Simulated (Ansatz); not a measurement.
Set up this calculation in Ansatz 0.2.0, as the native input.

```yaml
Task: relaxation of cell and atoms
Functional: PBE
Dispersion: D3(BJ)
Potentials_or_basis: Ansatz PAW
Cutoff: "420 eV (not typed: the program's choice for these potentials)"
k_mesh: 8 × 8 × 8
Occupations: fermi-dirac, width 0.05 eV
Spin: no spin polarisation
```

Crystal: CdSe.

```xyz
2
Lattice="0.0000 2.8740 2.8740 2.8740 0.0000 2.8740 2.8740 2.8740 0.0000" Properties=species:S:1:pos:R:3 pbc="T T T"
Cd    0.0000    0.0000    0.0000
Se    2.8740    2.8740    2.8740
```

Measurements of this composition are mostly on another form, of space group No. 186.

These files were run (other wordings do the same):

input.yaml

```yaml
crystal:
  lattice:
    - [0.0, 2.873958, 2.873958]
    - [2.873958, 0.0, 2.873958]
    - [2.873958, 2.873958, 0.0]
  atoms:
    - { symbol: Cd, position: [0.0, 0.0, 0.0] }
    - { symbol: Se, position: [0.5, 0.5, 0.5] }
hamiltonian:
  xc: pbe
  pseudopotentials: { kind: paw }
  dispersion: d3bj
kpoints:
  mp_grid: { grid: [8, 8, 8] }
scf:
  occupations: { method: fermi_dirac, width: 0.05 }
output:
  forces: true
  stress: true
  eigenvalues: true
relax:
  f_tol: 0.01
  max_steps: 40
  cell: { stress_tol: 0.05 }
```

Potentials or basis: Ansatz PAW.

Launch:

```sh
$ ansatz run input.yaml --threads 2 --pin off --max-ram 5632MiB --backend cpu --events-out ev --progress --plain --runs-dir out
```

Results of the run:

```json
{
 "Relaxed volume": "22.59 Å³/atom",
 "Relaxed cell": "a = 3.998 Å, b = 3.998 Å, c = 3.998 Å, α = 60.00°, β = 60.00°, γ = 60.00°",
 "Space group after relaxing (to 0.05 Å)": "Fm-3m (No. 225)",
 "Energy gained by relaxing": "11.3 meV/atom",
 "Ionic steps": "5",
 "Pressure after relaxing": "0.0 GPa",
 "Band gap on the k mesh": "none (metal or under the smearing width)"
}
```

Caveat: the plane-wave basis is chosen anew once the cell has moved, so the energies of steps on either side of that aren't comparable; pairwise dispersion overbinds metals, which lowers pressure and volume.

Run time: 5 s on 2 threads of Arm Neoverse V1, with other jobs on the host, peak memory 0.34 GiB.
